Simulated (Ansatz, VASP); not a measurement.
# Ir in VASP and in Ansatz

File INCAR:

```
ALGO = Normal
EDIFF = 1E-6
ENCUT = 520
GGA = PS
ISIF = 2
ISMEAR = -1
LASPH = T
LCHARG = F
LREAL = F
LWAVE = F
NBANDS = 10
NELM = 100
PREC = Accurate
SIGMA = 0.05
```

The input KPOINTS:

```
k-points
0
Gamma
  18 18 18
```

The input POSCAR:

```
Ir
1.0
    0.0000000000      1.8813060000      1.9197000000
    1.8813060000      0.0000000000      1.9197000000
    1.8813060000      1.8813060000      0.0000000000
Ir
1
Direct
    0.0000000000      0.0000000000      0.0000000000
```

Input for Ansatz:

```yaml
crystal:
  lattice:
    - [0.0, 1.881306, 1.9197]
    - [1.881306, 0.0, 1.9197]
    - [1.881306, 1.881306, 0.0]
  atoms:
    - { symbol: Ir, position: [0.0, 0.0, 0.0] }
kpoints:
  mp_grid: { grid: [18, 18, 18] }
  band_path:
    path:
      - [0.0, 0.0, 0.0]
      - [0.0, 0.5, 0.5]
      - [0.25, 0.75, 0.5]
      - [0.0, 0.5, 0.0]
      - [0.0, 0.0, 0.0]
      - [0.5, 0.5, 0.0]
      - [0.37005, 0.62995, 0.0]
      - [-0.37005, 0.37005, 0.0]
      - [0.0, 0.0, 0.0]
    npoints: 5
scf:
  occupations: { method: fermi_dirac, width: 0.05 }
hamiltonian:
  xc: pbesol
  pseudopotentials: { kind: all_electron, lapw: { basis_error: 0.0005 } }
output:
  forces: true
  stress: true
  eigenvalues: true
```

Change from the starting cell: equal xx and yy strain of -2 %.

Alike in both runs: task single point; functional PBEsol; k mesh 18 × 18 × 18; occupations fermi-dirac, width 0.05 eV; no spin polarisation.

|  | VASP | Ansatz |
| --- | --- | --- |
| version | VASP 6.6.1 | Ansatz 0.2.0 |
| potentials or method | VASP PAW PBE potentials, release 64 (Ir) | all-electron LAPW, scalar-relativistic |
| plane-wave cutoff (eV) | 520 | see its input |

Ansatz gave:

| Property | Result |
| --- | --- |
| pressure (GPa) | 14.1 |
| largest component of the traceless stress (GPa) | 6.01 |

Task: Which values does VASP return?

Result: Pressure (GPa): 15.4; largest component of the traceless stress (GPa): 6.00.

Ansatz ran all-electron here, so the differences hold the error of VASP's frozen core and of both bases.

Caveats: so large a pressure means that the cell lies far from this level's equilibrium, or that cutoff or potentials fall short (VASP); the potentials were made for another functional, which shifts forces and pressure (VASP). The runs have no spin-orbit coupling, so splittings on Ir are missing.
